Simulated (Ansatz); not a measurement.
Planning a GW calculation on In2O3 (R-3c).

Symmetry: R-3c, No. 167, trigonal system. Conventional cell: a = 5.487 Å, b = 5.487 Å, c = 14.510 Å, α = 90.00°, β = 90.00°, γ = 120.00°. Nearest to In lie 6 O at 2.12 to 2.26 Å. O has 4 In at 2.12 to 2.26 Å nearest. Farther neighbours and most contacts between anions are not listed.

```
In O
1.0
     2.74350    1.58396    4.83667
    -2.74350    1.58396    4.83667
     0.00000   -3.16792    4.83667
In O
4 6
Direct
  0.35731 0.35731 0.35731
  0.14269 0.14269 0.14269
  0.64269 0.64269 0.64269
  0.85731 0.85731 0.85731
  0.54800 0.95200 0.25000
  0.25000 0.54800 0.95200
  0.95200 0.25000 0.54800
  0.45200 0.04800 0.75000
  0.75000 0.45200 0.04800
  0.04800 0.75000 0.45200
```

The cell and positions come from the Crystallography Open Database and are kept as given unless a step says otherwise. This is not the form that In2O3 usually takes at ambient conditions. PAW set soft_2, made with PBE.

Runs so far (Ansatz 0.2.0, start LDA, default PAW files, 4×4×4 mesh). Times are wall times on 1 × NVIDIA H100 80GB HBM3 (shared by 3 runs) with 3 threads of AMD EPYC 7R13 (Zen 3), shared host, good to a factor of about two.

```csv
bands summed,cutoff (eV),gap on the mesh (eV),time
157,54,2.279,25 s
365,108,2.356,22 s
```

Question: What should the next rung give, with 735 bands and screening to 180 eV, and where is the limit?

The error falls about as one over the bands when the cutoff rises with them. A line through the two highest rungs given predicts 2.385 eV; the run gave 2.456 eV, a miss of 0.071 eV, so the law fails here: the steps don't follow it yet. The two highest rungs put the limit near 2.555 eV, the pair below near 2.414 eV; neither can be trusted until a further rung is run.

Gaps are over the mesh's points; an edge off the mesh would be missed. Limits: not at the basis limit; no spin-orbit coupling.

[Paths, hosts, dates, memory and timing lines, banners, echoed tables and standing remarks are left out of the program output.]

[Logs are printed without paths, hosts, clocks, repeated set-up lines and the standing remarks that a program may print on its own settings, such as how far it seeks lower states.]

[Runs of the session that timed out or met a known fault of the program may be left out.]

[Cells called generated may have been cut or substituted from an entry of the Crystallography Open Database or the Materials Project.]

[Hosts, paths, dates, database ids (printed as entryN), source tags and the programs' standing remarks are cut or masked in the printed files.]
